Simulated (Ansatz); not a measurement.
# Se: the cost of one run

Method: DFT PBEsol, scalar-relativistic, in Ansatz 0.2.0.

## (1) The starting structure

It takes space group R-3 (No. 148, trigonal). Conventional cell: a = 11.362 Å, b = 11.362 Å, c = 4.429 Å, α = 90.00°, β = 90.00°, γ = 120.00°. Se (site symmetry 1) is surrounded by 2 Se at 2.36 Å.

Coordinates:

```
CELL_PARAMETERS angstrom
5.68100 3.27993 1.47633
-5.68100 3.27993 1.47633
0.00000 -6.55985 1.47633
ATOMIC_POSITIONS crystal
Se 0.28066 0.16251 0.91818
Se 0.91818 0.28066 0.16251
Se 0.16251 0.91818 0.28066
Se 0.71934 0.83749 0.08182
Se 0.08182 0.71934 0.83749
Se 0.83749 0.08182 0.71934
```

Atoms are numbered in the order of the input: Se1, Se2, Se3, Se4, Se5, Se6.

## (2) The deformed structure

Space group R-3 before, P-1 after.

## (3) LAPW, all electrons

Input file input.yaml:

```yaml
crystal:
  lattice:
    - [5.7285624299, 3.3515000981, 1.5659392666]
    - [-5.6334372939, 3.2378801009, 1.4523192694]
    - [-0.050835236, -6.5450902991, 1.410731464]
  atoms:
    - { symbol: Se, position: [0.28066, 0.16251, 0.91818] }
    - { symbol: Se, position: [0.91818, 0.28066, 0.16251] }
    - { symbol: Se, position: [0.16251, 0.91818, 0.28066] }
    - { symbol: Se, position: [0.71934, 0.83749, 0.08182] }
    - { symbol: Se, position: [0.08182, 0.71934, 0.83749] }
    - { symbol: Se, position: [0.83749, 0.08182, 0.71934] }
kpoints:
  mp_grid: { grid: [6, 6, 6] }
  band_path:
    path:
      - [0.0, 0.0, 0.0]
      - [-0.5, 0.0, 0.0]
      - [-0.5, 0.0, 0.5]
      - [0.0, 0.0, 0.0]
      - [-0.5, 0.5, 0.0]
      - [0.5, 0.5, -0.5]
      - [0.0, 0.0, 0.0]
      - [0.0, 0.5, -0.5]
      - [0.0, 0.5, 0.0]
    npoints: 5
scf:
  occupations: { method: fermi_dirac, width: 0.01 }
hamiltonian:
  xc: pbesol
  pseudopotentials: { kind: all_electron, lapw: { basis_error: 0.001 } }
output:
  forces: true
  stress: true
  eigenvalues: true
```

Command:

```console
> ansatz run input.yaml --threads 2 --pin off --max-ram 8192MiB --backend cpu --events-out ev --progress --plain --runs-dir out
```

Q: Estimate wall time and peak memory on 2 threads of Arm Neoverse V1, shared host.

About 6 min, with a peak of 2.2 GiB.
